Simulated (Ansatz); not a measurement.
## SnO under changes of volume

One of the cells (17.769 Å³/atom); the others are scaled copies at fixed shape and fractional positions:

```
Sn O
1.0
     3.81370    0.00000    0.00000
     0.00000    3.81370    0.00000
     0.00000    0.00000    4.88691
Sn O
2 2
Direct
  0.50000 0.00000 0.76463
  0.00000 0.50000 0.23537
  0.00000 0.00000 0.00000
  0.50000 0.50000 0.00000
```

The cell is a database's computed one.

* Program: Ansatz 0.2.0
* Functional: r2SCAN
* Dispersion: D3(BJ)
* Potentials or basis: Ansatz PAW
* Cutoff: 500 eV (not typed: the program's choice for these potentials)
* k mesh: 7 × 7 × 6
* Occupations: fermi-dirac, width 0.05 eV
* Spin: no spin polarisation

```tsv
volume (Å³/atom)	energy over the lowest point (meV/atom)	pressure (GPa)	gap on the mesh (eV)	largest force (eV/Å)
16.703	12.40	5.2	0.23	0.816
17.058	?	?	?	?
17.414	0.00	0.5	0.41	0.163
17.769	1.09	-1.5	0.50	0.128
18.125	6.36	-3.3	0.58	0.397
18.480	15.38	-4.9	0.66	0.647
18.835	27.77	-6.3	0.73	0.879
```

Question: What does the run at 17.058 Å³/atom give?

Answer: Energy over the lowest point 3.59 meV/atom; pressure 2.7 GPa; gap on the mesh 0.32 eV; largest force 0.476 eV/Å.

Worked out: A Birch-Murnaghan fit of order 3 (a polynomial in V^(-2/3)) to the other rows has its minimum at 17.50 Å³/atom with B0 = V·E''(V) = 101 GPa and B' = 4.4 at fixed shape and positions, which overstates the stiffness. It gives 3.60 meV/atom at 17.058 Å³/atom, against the run's 3.59, and -dE/dV = 2.8 GPa, against 2.7. A straight line through the other rows of the gap, of slope 4.18 eV per unit of ln V, gives 0.32 eV, against the run's 0.32.

Energies are extrapolated to zero smearing.

Caveats: odd divisions of the mesh miss points on the zone boundary, where band edges often lie, so the gap on the mesh can be too wide; spin-orbit coupling is left out, which moves the levels of the heavy elements; the PAW data sets come from PBE, with cores solved anew for the run's functional, which leaves a small shift of forces and pressure; the dispersion damping was fitted for another functional or another form of the correction.

A mesh can miss the band edges.
